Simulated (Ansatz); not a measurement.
Born–Oppenheimer molecular dynamics of a periodic cell of 21 atoms, Ti$_{4}$Pb$_{5}$O$_{12}$ (host TiPbO3, host structure Pm-3m, interstitial Pb). It goes on from the last frame of an earlier run, with new velocities.

Computed with DFT PBEsol, scalar-relativistic, plane waves, PAW (Ansatz 0.2.0). Settings: accuracy low, cutoff 420 eV, k mesh 2x2x2, fermi-dirac smearing 0.02 eV, no spin polarisation.

```json
{
  "ensemble": "NVT, Langevin thermostat",
  "time step": "1 fs",
  "steps asked": "50",
  "set temperature": "1260 K",
  "friction": "0.005 /fs",
  "seed": "945272"
}
```

First frame:

```xyz
21
Lattice="-3.9646 3.9646 3.9646 3.9646 -3.9646 3.9646 3.9646 3.9646 -3.9646" Properties=species:S:1:pos:R:3
Ti 1.959 1.889 1.924
Pb -0.027 -0.066 0.051
O 0.243 1.798 1.518
O 1.951 0.076 1.639
O 2.023 2.367 -0.123
Ti 1.918 2.356 -2.012
Pb 0.228 0.127 4.358
O 3.929 -1.768 2.048
O -2.005 3.984 1.959
O 2.087 1.941 3.803
Ti 1.954 -2.146 1.919
Pb -0.018 4.069 0.124
O 3.924 2.082 -2.418
O 1.859 3.934 2.011
O -2.117 1.541 3.787
Ti -1.896 2.166 1.778
Pb 3.700 -1.320 -0.239
O 4.010 2.148 2.053
O 2.169 4.132 -2.511
O 2.062 -1.731 3.813
Pb 4.022 1.322 -0.080
```

Question: What does the run give?

Answer: All steps were run.

```yaml
steps_done: 50
time_covered: 50 fs
mean_temperature_over_the_second_half: 947 K
spread_of_the_potential_energy_over_the_second_half: 10.9 meV per atom
mean_potential_energy_of_the_second_half_above_the_start: 47.5 meV per atom
```

The mean temperature of the second half is 25 % below the set value. A run of 0.05 ps of so small a system gives no equilibrium averages. The SCF threshold is loose, so the forces are noisy. Limits of this set-up: coarse k mesh, low accuracy level.

Question: What happens to the structure?

Answer: Mean squared displacements from the first frame to the last, about the centre of mass: Ti 0.09 Å², Pb 0.01 Å², O 0.12 Å². The details hang on the random start.

Question: How do temperature and energy run in time?

Answer: 
```csv
time (fs),T (K),potential energy less start (eV)
0.0,1200,0.000
1.0,1210,-0.072
2.0,1247,-0.129
3.0,1262,-0.172
4.0,1263,-0.195
5.0,1239,-0.195
6.0,1281,-0.172
7.0,1280,-0.119
8.0,1261,-0.036
9.0,1156,0.066
10.0,1151,0.183
11.0,1024,0.312
12.0,966,0.447
13.0,930,0.585
14.0,857,0.720
15.0,837,0.843
16.0,808,0.956
17.0,776,1.055
18.0,755,1.143
19.0,774,1.217
20.0,757,1.268
21.0,767,1.297
22.0,790,1.319
23.0,776,1.333
24.0,798,1.338
25.0,783,1.337
26.0,800,1.334
27.0,849,1.325
28.0,838,1.306
29.0,857,1.284
30.0,906,1.256
31.0,890,1.218
32.0,897,1.170
33.0,883,1.118
34.0,907,1.072
35.0,903,1.036
36.0,891,1.007
37.0,895,0.986
38.0,946,0.968
39.0,945,0.951
40.0,933,0.934
41.0,942,0.913
42.0,949,0.890
43.0,1040,0.868
44.0,1080,0.842
45.0,1068,0.811
46.0,1085,0.776
47.0,1058,0.732
48.0,1053,0.673
49.0,1100,0.607
50.0,1120,0.537
```

Time of the run: 7.2 min on 2 threads of AMD EPYC 7571, on a shared host, peak memory 0.94 GiB.
